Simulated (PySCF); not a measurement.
**C7H10: core ionisation energies**

Norbornene, C7H10.
Structure used (PBE0-D3(BJ)/def2-SVP), in Å, numbered top down from 1:
```xyz
17
C7H10 angstrom
C      1.4275    0.4173   -0.5381
C      0.7662    1.4014    0.0878
C     -0.3792    0.7636    0.8457
C     -1.3980    0.2926   -0.2327
C     -0.6341   -0.8439   -0.9559
C      0.7268   -0.8821   -0.2011
C      0.2600   -0.5794    1.2310
H      2.2419    0.5224   -1.2579
H      0.9288    2.4762   -0.0153
H     -0.8200    1.3627    1.6539
H     -1.6900    1.1124   -0.9046
H     -2.3159   -0.0827    0.2458
H     -1.1563   -1.8077   -0.8520
H     -0.4996   -0.6579   -2.0312
H      1.3065   -1.8016   -0.3590
H      1.0954   -0.4677    1.9378
H     -0.4633   -1.3139    1.6214
```

Method used: PySCF 2.14.0, delta-SCF UKS SCAN, pcX-2 on the ionised atom, pcseg-1 elsewhere, spin-free X2C. Binding energies are ΔSCF values: E(core-ionised, relaxed orbitals) − E(ground state) at a fixed geometry, referred to the vacuum level.

Q: What binding energy does each computed site have?

A: 
```json
{"atom(s)": "C1/C2", "bonded to": "C (double bond), C and H", "level": "C 1s", "binding energy (eV)": "289.83", "above the level's lowest (eV)": "0.00", "count": "2"}
{"atom(s)": "C3/C6", "bonded to": "3 C and H", "level": "C 1s", "binding energy (eV)": "290.43", "above the level's lowest (eV)": "+0.60", "count": "2"}
{"atom(s)": "C4/C5", "bonded to": "2 C and 2 H", "level": "C 1s", "binding energy (eV)": "290.28", "above the level's lowest (eV)": "+0.45", "count": "2"}
{"atom(s)": "C7", "bonded to": "2 C and 2 H", "level": "C 1s", "binding energy (eV)": "290.26", "above the level's lowest (eV)": "+0.43", "count": "1"}
```

The listed C 1s values span 0.60 eV, from C1/C2 (bonded to C (double bond), C and H) to C3/C6 (bonded to 3 C and H). The widest gap between neighbouring values is 0.43 eV, between 289.83 and 290.26 eV. The values 290.26 and 290.28 eV lie too close for their order to be trusted.

Q: Which photon wavelength matches the C 1s of C3/C6 threshold?

A: λ = hc/E = 12398.42 eV Å / 290.43 eV = 42.690 Å.

Atoms equivalent by their bonding share one computed value, that of the first of them. Geometry: PBE0-D3(BJ)/def2-SVP; no solvent, vibrations or thermal averaging.

On an Arm Neoverse V2 with one thread, on a shared host, this took 56 s.
